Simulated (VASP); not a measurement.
# Al8Au3 in VASP: single point with PBEsol

Aim: the single point of Al8Au3 with PBEsol.

Everything below comes from runs of VASP 6.6.1. Logs are shortened: lines on timing, memory, paths and dates and some standing lists are left out, and cuts for length are marked.

### 1 The cell of the first run

The cell holds a slab with vacuum, 11 atoms: a = 4.245 Å, b = 4.245 Å, c = 27.130 Å, α = 90.00°, β = 90.00°, γ = 120.00°.

### 2 Single point, PBEsol ((1 1 1) slab cut from the bulk)

INCAR

```
  ALGO = Fast
  DIPOL = 0.5 0.5 0.500
  EDIFF = 1E-6
  ENCUT = 520
  GGA = PS
  IDIPOL = 3
  ISIF = 2
  ISMEAR = 0
  LASPH = T
  LCHARG = T
  LDIPOL = T
  LELF = T
  LREAL = F
  LVACPOTAV = T
  LVHAR = T
  LWAVE = F
  NBANDS = 40
  NELM = 100
  PREC = Accurate
  SIGMA = 0.1
```

KPOINTS

```
k-points
0
Gamma
  9 9 1
```

POSCAR

```
Al8Au3
1.0
    4.2447517284      0.0000000000      0.0000000000
   -2.1223758642      3.6760628295      0.0000000000
    0.0000000000      0.0000000000     27.1303884559
Al Au
8 3
Direct
    0.6666666667      0.3333333333      0.2764427797
    0.0000000000      0.0000000000      0.3403162712
    0.3333333333      0.6666666667      0.4041897627
    0.6666666667      0.3333333333      0.4680632542
    0.0000000000      0.0000000000      0.5319367458
    0.3333333333      0.6666666667      0.5958102373
    0.6666666667      0.3333333333      0.6596837288
    0.0000000000      0.0000000000      0.7235572203
    0.6666666667      0.3333333333      0.3722530170
    0.3333333333      0.6666666667      0.5000000000
    0.0000000000      0.0000000000      0.6277469830
```

Potentials or basis: VASP PAW PBE potentials, release 64 (Al, Au).

Command:

```
> cat potpaw_PBE.64/Al/POTCAR potpaw_PBE.64/Au/POTCAR > POTCAR
> mpirun -np 1 vasp_std > vasp.out
```

OUTCAR:

```text
EDIFF = 1E-6
   ENCUT = 520
   GGA = PS
   ISIF = 2
   ISMEAR = 0
   LASPH = T
   LREAL = F
   NELM = 100
   PREC = Accurate

 ion  position               nearest neighbor table
   1  0.667  0.333  0.276-   9 2.60   2 3.00   2 3.00   2 3.00
   2  0.000  0.000  0.340-   9 2.60   9 2.60   9 2.60   3 3.00   1 3.00   3 3.00   1 3.00   3 3.00
                             1 3.00
   3  0.333  0.667  0.404-   9 2.60   9 2.60   9 2.60  10 2.60   4 3.00   4 3.00   2 3.00   2 3.00
                             2 3.00   4 3.00
   4  0.667  0.333  0.468-   9 2.60  10 2.60  10 2.60  10 2.60   3 3.00   3 3.00   3 3.00   5 3.00
                             5 3.00   5 3.00
   5  0.000  0.000  0.532-  11 2.60  10 2.60  10 2.60  10 2.60   6 3.00   6 3.00   6 3.00   4 3.00
                             4 3.00   4 3.00
   6  0.333  0.667  0.596-  11 2.60  11 2.60  11 2.60  10 2.60   7 3.00   5 3.00   7 3.00   5 3.00
                             5 3.00   7 3.00
   7  0.667  0.333  0.660-  11 2.60  11 2.60  11 2.60   6 3.00   6 3.00   8 3.00   8 3.00   8 3.00
                             6 3.00
   8  0.000  0.000  0.724-  11 2.60   7 3.00   7 3.00   7 3.00
   9  0.667  0.333  0.372-   4 2.60   3 2.60   3 2.60   3 2.60   2 2.60   2 2.60   2 2.60   1 2.60

  10  0.333  0.667  0.500-   4 2.60   5 2.60   4 2.60   5 2.60   5 2.60   4 2.60   3 2.60   6 2.60

  11  0.000  0.000  0.628-   5 2.60   6 2.60   6 2.60   6 2.60   7 2.60   7 2.60   7 2.60   8 2.60

  LATTYP: Found a hexagonal cell.
 ALAT       =     4.2447517284
 C/A-ratio  =     6.3915136130

  Lattice vectors:

 A1 = (   4.2447517284,   0.0000000000,   0.0000000000)
 A2 = (  -2.1223758642,   3.6760628295,   0.0000000000)
 A3 = (   0.0000000000,   0.0000000000,  27.1303884559)

Analysis of symmetry for initial positions (statically):
=====================================================================
 Subroutine PRICEL returns:
 Original cell was already a primitive cell.

 Routine SETGRP: Setting up the symmetry group for a
 hexagonal supercell.

 Subroutine GETGRP returns: Found 12 space group operations
 (whereof  6 operations were pure point group operations)
 out of a pool of 24 trial point group operations.

The static configuration has the point symmetry C_3v.
 The point group associated with its full space group is D_3d.

Analysis of symmetry for dynamics (positions and initial velocities):
=====================================================================
 Subroutine PRICEL returns:
 Original cell was already a primitive cell.

 Routine SETGRP: Setting up the symmetry group for a
 hexagonal supercell.

 Subroutine GETGRP returns: Found 12 space group operations
 (whereof  6 operations were pure point group operations)
 out of a pool of 24 trial point group operations.

The dynamic configuration has the point symmetry C_3v.
 The point group associated with its full space group is D_3d.

 Subroutine INISYM returns: Found 12 space group operations
 (whereof  6 operations are pure point group operations),
 and found     1 'primitive' translations

----------------------------------------------------------------------------------------

                                     Primitive cell

  volume of cell :     423.3419

  direct lattice vectors                    reciprocal lattice vectors
     4.244751728  0.000000000  0.000000000     0.235585039  0.136015085  0.000000000
    -2.122375864  3.676062830  0.000000000     0.000000000  0.272030171  0.000000000
     0.000000000  0.000000000 27.130388456     0.000000000  0.000000000  0.036859037

  length of vectors
     4.244751728  4.244751728 27.130388456     0.272030171  0.272030171  0.036859037

  position of ions in fractional coordinates (direct lattice)
     0.666666667  0.333333333  0.276442780
     0.000000000  0.000000000  0.340316271
     0.333333333  0.666666667  0.404189763
     0.666666667  0.333333333  0.468063254
     0.000000000  0.000000000  0.531936746
     0.333333333  0.666666667  0.595810237
     0.666666667  0.333333333  0.659683729
     0.000000000  0.000000000  0.723557220
     0.666666667  0.333333333  0.372253017
     0.333333333  0.666666667  0.500000000
     0.000000000  0.000000000  0.627746983

  ion indices of the primitive-cell ions
   primitive index   ion index
                 1           1
[... 28 lines left out ...]

  Shift w.r.t. Gamma in fractional coordinates (k-lattice)
     0.000000000  0.000000000  0.000000000

 Subroutine IBZKPT returns following result:
 ===========================================

 Found     12 irreducible k-points:

 Following reciprocal coordinates:
            Coordinates               Weight
  0.000000  0.000000  0.000000      1.000000
  0.111111 -0.000000  0.000000      6.000000
  0.222222  0.000000  0.000000      6.000000
  0.333333  0.000000  0.000000      6.000000
  0.444444  0.000000  0.000000      6.000000
  0.111111  0.111111  0.000000      6.000000
  0.222222  0.111111  0.000000     12.000000
  0.333333  0.111111  0.000000     12.000000
  0.444444  0.111111  0.000000      6.000000
  0.222222  0.222222  0.000000      6.000000
  0.333333  0.222222  0.000000     12.000000
  0.333333  0.333333  0.000000      2.000000
   k-points           NKPTS =     12   k-points in BZ     NKDIM =     12   number of bands    NBANDS=     40
   number of dos      NEDOS =    301   number of ions     NIONS =     11
   total plane-waves  NPLWV = 215040
   dimension x,y,z NGX =    32 NGY =   32 NGZ =  210
   dimension x,y,z NGXF=    64 NGYF=   64 NGZF=  420
   ions per type =               8   3
   NGX,Y,Z   is equivalent  to a cutoff of  12.53, 12.53, 12.87 a.u.
   NGXF,Y,Z  is equivalent  to a cutoff of  25.07, 25.07, 25.74 a.u.
 SYSTEM =  unknown system
   PREC   = accura    normal or accurate (medium, high low for compatibility)
   ISTART =      0    job   : 0-new  1-cont  2-samecut
   ICHARG =      2    charge: 1-file 2-atom 10-const
   ISPIN  =      1    spin polarized calculation?
   LNONCOLLINEAR =      F non collinear calculations
   LSORBIT =      F    spin-orbit coupling
   LASPH  =      T    aspherical Exc in radial PAW
   ENCUT  =  520.0 eV  38.22 Ry    6.18 a.u.   7.89  7.89 50.44*2*pi/ulx,y,z
   NELM   =    100;   NELMIN=  2; NELMDL= -5     # of ELM steps
   EDIFF  = 0.1E-05   stopping-criterion for ELM
   LREAL  =      F    real-space projection
   EDIFFG = 0.1E-04   stopping-criterion for IOM
   NSW    =      0    number of steps for IOM
   IBRION =     -1    ionic relax: 0-MD 1-quasi-New 2-CG
   NFREE  =      0    steps in history (QN), initial steepest desc. (CG)
   ISIF   =      2    stress and relaxation
   ISYM   =      2    0-nonsym 1-usesym 2-fastsym
   POTIM  = 0.5000    time-step for ionic-motion
   TEBEG  =    0.0;   TEEND  =   0.0 temperature during run
   PSTRESS=    0.0 pullay stress
   NELECT =      57.0000    total number of electrons
   NUPDOWN=      -1.0000    fix difference up-down
   EMIN   =  10.00;   EMAX   =-10.00  energy-range for DOS
   EFERMI =   0.00;   METHOD = LEGACY
   ISMEAR =     0;   SIGMA  =   0.10  broadening in eV -4-tet -1-fermi 0-gaus
   EFERMI_NEDOS =   21; number of points for ismear=-14 and -15
   IALGO  =     68    algorithm
   IMIX   =      4    mixing-type and parameters
     AMIX     =   0.40;   BMIX     =  1.00
     AMIX_MAG =   1.60;   BMIX_MAG =  1.00
  volume/ion in A,a.u.               =      38.49       259.71
  Fermi-wavevector in a.u.,A,eV,Ry     =   0.839079  1.585629  9.579224  0.704053
  Thomas-Fermi vector in A             =   1.953238
   LORBIT       =      0    0 simple, 1 ext, 2 COOP (PROOUT), +10 PAW based schemes
   GGA     = PS    functional components
   LHFCALC =     F    Hartree Fock is set to
   AEXX    =    0.0000 exact exchange contribution
   IVDW    =     0    specifies the selected vdW correction
   LEPSILON=     F    determine dielectric tensor
   LRPA    =     F    only Hartree local field effects (RPA)
 non-spin polarized calculation
 RMM-DIIS sequential band-by-band and
 Gauss-broadening in eV      SIGMA  =   0.10
  energy-cutoff  :      520.00
  volume of cell :      423.34
 maximum number of plane-waves:     11448
 NGX is ok and might be reduce to    32
   NGX = 15   NGY = 15   NGZ =101

 dipolmoment           0.000000      0.000000     -0.000000 electrons x Angstroem

 number of electron      57.0000000 magnetization

 dipolmoment           0.000000      0.000000      0.000000 electrons x Angstroem

 Free energy of the ion-electron system (eV)
  ---------------------------------------------------
  ext. energy  EPLUGINS =         0.00000000
  ---------------------------------------------------
  free energy    TOTEN  =       -44.63371324 eV

  energy without entropy =      -44.60351635  energy(sigma->0) =      -44.61861479

 E-fermi :   1.2217     XC(G=0):  -5.7895

 val. band max:        1.1779868108   @ k =   0.3333   0.0000   0.0000
 cond. band min:       1.2220542590   @ k =   0.2222   0.2222   0.0000
 fundamental gap:      0.0440674482
 Fermi energy:         1.2217269505

 k-point     1 :       0.0000    0.0000    0.0000
  band No.  band energies     occupation
      1      -9.2283      2.00000
      2      -8.5795      2.00000
      3      -7.7844      2.00000
      4      -5.6517      2.00000
      5      -5.6409      2.00000
      6      -5.5479      2.00000
[... 505 lines left out ...]
     39       6.3697      0.00000
     40       6.4175      0.00000

------------------------ aborting loop because EDIFF is reached ----------------------------------------

  FORCE on cell =-STRESS in cart. coord.  units (eV):
  Direction    XX          YY          ZZ          XY          YZ          ZX
  --------------------------------------------------------------------------------------
  -------------------------------------------------------------------------------------
  Total       -2.5966192     -2.5966192     -0.1894453      0.0000000      0.0000000      0.0000000
  in kB       -9.8271505     -9.8271505     -0.7169736      0.0000000      0.0000000      0.0000000
  external PRESSURE =      -6.7904249 kB  Pullay stress =       0.0000000 kB

 VOLUME and BASIS-vectors are now :
 -----------------------------------------------------------------------------
  energy-cutoff  :      520.00
  volume of cell :      423.34
      direct lattice vectors                 reciprocal lattice vectors
     4.244751728  0.000000000  0.000000000     0.235585039  0.136015085  0.000000000
    -2.122375864  3.676062830  0.000000000     0.000000000  0.272030171  0.000000000
     0.000000000  0.000000000 27.130388456     0.000000000  0.000000000  0.036859037

 POSITION                                       TOTAL-FORCE (eV/Angst)
 -----------------------------------------------------------------------------------
      2.12238      1.22535      7.50000         0.000000     -0.000000      0.119103
      0.00000      0.00000      9.23291        -0.000000      0.000000     -0.368291
     -0.00000      2.45071     10.96583        -0.000000      0.000000     -0.213916
      2.12238      1.22535     12.69874         0.000000     -0.000000      0.086939
      0.00000      0.00000     14.43165        -0.000000      0.000000     -0.086939
     -0.00000      2.45071     16.16456         0.000000     -0.000000      0.213916
      2.12238      1.22535     17.89748         0.000000     -0.000000      0.368291
      0.00000      0.00000     19.63039         0.000000      0.000000     -0.119103
      2.12238      1.22535     10.09937         0.000000      0.000000      0.412283
     -0.00000      2.45071     13.56519         0.000000      0.000000     -0.000000
      0.00000      0.00000     17.03102         0.000000     -0.000000     -0.412283
 -----------------------------------------------------------------------------------
    total drift:                               -0.000000      0.000000      0.000002

  FREE ENERGIE OF THE ION-ELECTRON SYSTEM (eV)
  ---------------------------------------------------
  free  energy   TOTEN  =       -44.6337132352 eV

  energy  without entropy=      -44.6035163473  energy(sigma->0) =      -44.61861479

 vacuum level on the upper side and lower side of the slab         5.778         5.778
```

Run time: 3.8 min. Hardware: 1 thread of Intel Xeon Platinum 8488C (Sapphire Rapids), shared host; peak memory 0.57 GiB.

Results:

```
Free energy                     : -44.6337 eV
Largest force                   : 0.412 eV/Å
Band gap on the k mesh          : none (metal or under the smearing width)
Work function of the upper face : 4.56 eV
Work function of the lower face : 4.56 eV
```

Forces on the atoms (eV/Å):
```
Al   0.000  0.000  0.119
Al   0.000  0.000 -0.368
Al   0.000  0.000 -0.214
Al   0.000  0.000  0.087
Al   0.000  0.000 -0.087
Al   0.000  0.000  0.214
Al   0.000  0.000  0.368
Al   0.000  0.000 -0.119
Au   0.000  0.000  0.412
Au   0.000  0.000  0.000
Au   0.000  0.000 -0.412
```

Caveat: the PAW data sets were made with another functional, which shifts forces and pressure a little.
